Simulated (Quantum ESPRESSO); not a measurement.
Wanted: the native input for a Quantum ESPRESSO 7.5 run.

```
Task                : single point
Functional          : PBE
Potentials or basis : SG15 PBE 1.2
Cutoff              : 1020 eV
Density cutoff      : 4082 eV
k mesh              : 3 × 3 × 3
Occupations         : fermi-dirac, width 0.05 eV
Spin                : no spin polarisation
Mixing beta         : 0.5
Most SCF iterations : 120
SCF threshold       : 6e-10 Ry
```

The system is Si2W.

```
CELL_PARAMETERS angstrom
-1.60690 1.60690 3.91495
1.60690 -1.60690 3.91495
1.60690 1.60690 -3.91495
ATOMIC_POSITIONS crystal
W 0.00000 0.00000 0.00000
Si 0.66530 0.66530 0.00000
Si 0.33470 0.33470 0.00000
```

One way to write it, as run:

pw.in

```
&CONTROL
  calculation = 'scf'
  prefix = 'pwscf'
  outdir = './tmp'
  pseudo_dir = './pseudo'
  tprnfor = .true.
  tstress = .true.
  disk_io = 'nowf'
/
&SYSTEM
  ibrav = 0
  nat = 3
  ntyp = 2
  ecutwfc = 75
  nbnd = 26
  occupations = 'smearing'
  smearing = 'fd'
  degauss = 0.00367493
/
&ELECTRONS
  conv_thr = 6d-10
  electron_maxstep = 120
  mixing_beta = 0.5
/
ATOMIC_SPECIES
W    183.8400 W_ONCV_PBE-1.2.upf
Si    28.0850 Si_ONCV_PBE-1.2.upf
CELL_PARAMETERS angstrom
  -1.6069000000    1.6069000000    3.9149500000
   1.6069000000   -1.6069000000    3.9149500000
   1.6069000000    1.6069000000   -3.9149500000
ATOMIC_POSITIONS crystal
W      0.0000000000    0.0000000000    0.0000000000
Si     0.6653000000    0.6653000000    0.0000000000
Si     0.3347000000    0.3347000000    0.0000000000
K_POINTS automatic
3 3 3 0 0 0
```

Potentials or basis: SG15 PBE 1.2.

Command:

```sh
$ OMP_NUM_THREADS=1 mpirun -n 2 pw.x -nk 2 -in pw.in > pw.out
```

Results of the run:

| Item | Value |
| --- | --- |
| Pressure | 6.7 GPa |
| Largest force | 0.523 eV/Å |
| Band gap on the k mesh | none (metal or under the smearing width) |

Caveat: the k mesh is coarse (spacing up to 0.92 Å⁻¹), so the values aren't converged.

It took 6.4 s on 2 MPI ranks on Arm Neoverse V2, on a shared host, peak memory 0.14 GiB a rank.
